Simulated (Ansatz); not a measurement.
KBr in the rocksalt structure, relaxed with r2SCAN in the plane-wave code Ansatz. It is cubic, Fm-3m (No. 225); conventional cell a = 6.604 Å, 36.01 Å³ an atom. Around K lie 6 Br at 3.30 Å; around Br lie 6 K at 3.30 Å.

The axes x, y and z are those of this cell:
```xyz
2
Lattice="0.0000 3.3022 3.3022 3.3022 0.0000 3.3022 3.3022 3.3022 0.0000" Properties=species:S:1:pos:R:3 pbc="T T T"
K     0.0000    0.0000    0.0000
Br    3.3022    3.3022    3.3022
```

Unstrained: PBE gives a direct gap of 4.430 eV at Γ. With r2SCAN the gap is 5.071 eV and direct, at Γ. The HSE06 gap is direct at Γ: 5.596 eV. Meshes: PBE 6×6×6, r2SCAN 6×6×6, HSE06 4×4×4. Strains are changes of length per length, and xy shears are angles. After each strain the atoms were relaxed again with r2SCAN within the symmetry that the strain leaves, so tilts or polar shifts that break it weren't tested; points keep the names that they have in the unstrained zone. Calculated for a static, non-magnetic cell.

**Question.** Apply xy shear, engineering strain (angle) -1.54 %. How far does the gap move, against the unstrained cell?

**Answer.** PBE: the gap goes from 4.430 to 4.412 eV (-0.018 eV); with r2SCAN the top three valence levels at Γ, degenerate before, become 1+1+1 from the top over 35 meV. r2SCAN: the gap goes from 5.071 to 5.053 eV (-0.018 eV). HSE06: the gap goes from 5.596 to 5.578 eV (-0.018 eV). The r2SCAN energy rises by 0.1 meV an atom.

**Question.** Estimate what isotropic +1.85 % on every length does to the gap.

**Answer.** PBE: the gap goes from 4.430 to 4.287 eV (-0.143 eV). r2SCAN: the gap goes from 5.071 to 4.921 eV (-0.150 eV). HSE06: the gap goes from 5.596 to 5.441 eV (-0.155 eV). The r2SCAN energy rises by 4.8 meV an atom.

**Question.** Estimate what epitaxial -5.86 % in the xy plane, free normal strain +1.41 % does to the gap.

**Answer.** PBE: the gap goes from 4.430 to 4.684 eV (+0.254 eV); with r2SCAN the top three valence levels at Γ, degenerate before, become 2+1 from the top over 82 meV. r2SCAN: the gap goes from 5.071 to 5.336 eV (+0.265 eV). HSE06: the gap goes from 5.596 to 5.877 eV (+0.281 eV). The r2SCAN energy rises by 43.7 meV an atom.

Spin-orbit coupling is left out.

The meshes of the hybrids are coarse, so their gaps aren't converged to the digits shown.

The splittings at Γ are without spin-orbit coupling, which regroups them where it is of like size or larger.
